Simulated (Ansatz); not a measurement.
An Ansatz (a quantum-chemistry and plane-wave program) run: ZnTe with a change (pressure 3 GPa); Ansatz, PBE, PAW, cutoff 420 eV, scalar-relativistic without spin-orbit coupling, earlier PAW set.

Input:

Ansatz 0.2 input:
```yaml
crystal:
  lattice:
    - [0, 3.0895925451, 3.0895925451]
    - [3.0895925451, 0, 3.0895925451]
    - [3.0895925451, 3.0895925451, 0]
  atoms:
    - { symbol: Te, position: [0.75, 0.75, 0.75] }
    - { symbol: Zn, position: [0, 0, 0] }
basis: { ecutwfc: 420, ecutrho_ratio: 4, xc_grid: 2, fft_grid_basis: typed }
kpoints: { mp_grid: { grid: [9, 9, 9] } }
hamiltonian:
  xc: pbe
  dispersion: none
  pseudopotentials: { azcp: { folder: ./paw }, kind: paw }
scf: { occupations: { method: fermi_dirac, width: 0.05 } }
relax: { f_tol: 0.01, max_steps: 60, cell: { stress_tol: 0.02, p_target: 3.0 } }
output: { forces: true, stress: true }
checkpoint: { write: state.ck, write_every: 1000 }
```

Output (explanatory and most iteration lines left out):

```
Relaxation: its limit of steps is 60 (relax.max_steps)
Pseudopotential: Te, paw, valence charge 16
Pseudopotential: Zn, paw, valence charge 12
Crystal: 2 atoms, lattice volume = 58.984 Å³
Basis set: ecut = 420 eV, 1139 PW (Γ), exchange–correlation on 60×60×60 points (8 copies of the dense FFT grid, shifted against one another)
Bands: 18, of which v1, the nominal top of the filled ones, is band 14 counted from 1 (13 counted from 0)
Symmetry: 24 space group operations
Space group: F-43m (ITA 216), of the structure as read, at distance tolerance 3.9e-5 Å
k-points: 35 of 729 (time reversal used)
Functional: x = pbe(κ = 0.804, μ = 0.2195149727645171), c = pbe(β = 0.06672455060314922)
SCF iter   1: F=—  HF=-10300.043953 eV  |F-HF|=—  |Δ(HF+E_count)|=         —  Δρ=2.72e-2  dr2=2.35e-1  ethr=3.10e-3  ⟨swp⟩=7.1  Hψ=3751  notcnv=0
SCF iter   2: F=—  HF=-10300.027403 eV  |F-HF|=—  |Δ(HF+E_count)|=   1.66e-2  Δρ=1.04e-2  dr2=5.08e-2  ethr=8.38e-4  ⟨swp⟩=2.8  Hψ=1384  notcnv=0
SCF 1 converged in 7 iterations: F = -10300.022982 eV  dr2 = 5.08e-8
relax step   1: F+E_penalty+E_count = -10300.02298240 eV  Δ(F+E_penalty+E_count) = +0.000e0 eV  max|allowed force component| = 1.850e-16 eV/Å  Δτ_max = 0.0000 Å  P = +0.003 GPa  Ω = 58.984 Å³  (7 SCF iters, dr2 threshold 1.00e-7 eV, accepted)
[... steps on the carried basis left out ...]
relax step   5: F+E_penalty+E_count = -10299.99264504 eV  Δ(F+E_penalty+E_count) = +1.208e-3 eV  max|allowed force component| = 7.864e-17 eV/Å  Δτ_max = 0.0000 Å  P = +2.990 GPa  Ω = 55.548 Å³  stress off target by 1.02e-2 GPa  SCF on the basis re-selected at this cell (its energy is not comparable with the rows above)  (7 SCF iters)
SCF converged after 7 iterations
Free energy (F): -10299.992645 eV
Internal energy: -10299.992645 eV  (E = F + TS)
E sigma→0 (E₀):  -10299.992645 eV
Entropy (-TS):   -0.000000 eV (-0.000 meV/atom)
Fermi energy:    7.994127 eV
--- Forces (eV/Å), atoms counted from 1 ---
  atom   1  Te     0.00000000    -0.00000000    -0.00000000
  atom   2  Zn    -0.00000000     0.00000000     0.00000000
--- Stress (GPa, compression-positive) ---
        2.989807       0.000000       0.000000
        0.000000       2.989807       0.000000
        0.000000       0.000000       2.989807
  P = ⅓ Tr σ = 2.9898 GPa (29.898 kbar)
--- Relaxed structure (4 steps of the walk, 4 accepted, 1 SCFs on fresh bases) ---
  cell:  # Å, volume = 55.5478 Å³
    - [1.1273510622781492e-33, 3.0283938574876963, 3.0283938574876963]
    - [3.0283938574876963, 1.0509204817847153e-32, 3.0283938574876963]
    - [3.0283938574876963, 3.0283938574876963, 1.019074406579118e-32]
  atoms:
    - { symbol: Te, position: [0.75, 0.75, 0.75] }
    - { symbol: Zn, position: [2.3739645593420236e-33, -2.3739645593420236e-33, -2.446689950656659e-33] }
```

Spin-orbit coupling, missing from the scalar runs, can matter with Te. Load acts through the strain it causes; cell and atoms are relaxed under it. Stability against distortions was not tested. Tetrahedral semiconductors of this kind turn to denser phases somewhere between about 1 and 50 GPa; those were not computed, so compressed cells here can lie past the real transition. The cell was made from ZnTe in the zinc blende structure (space group F-43m, No. 216) by this change: pressure 3 GPa.
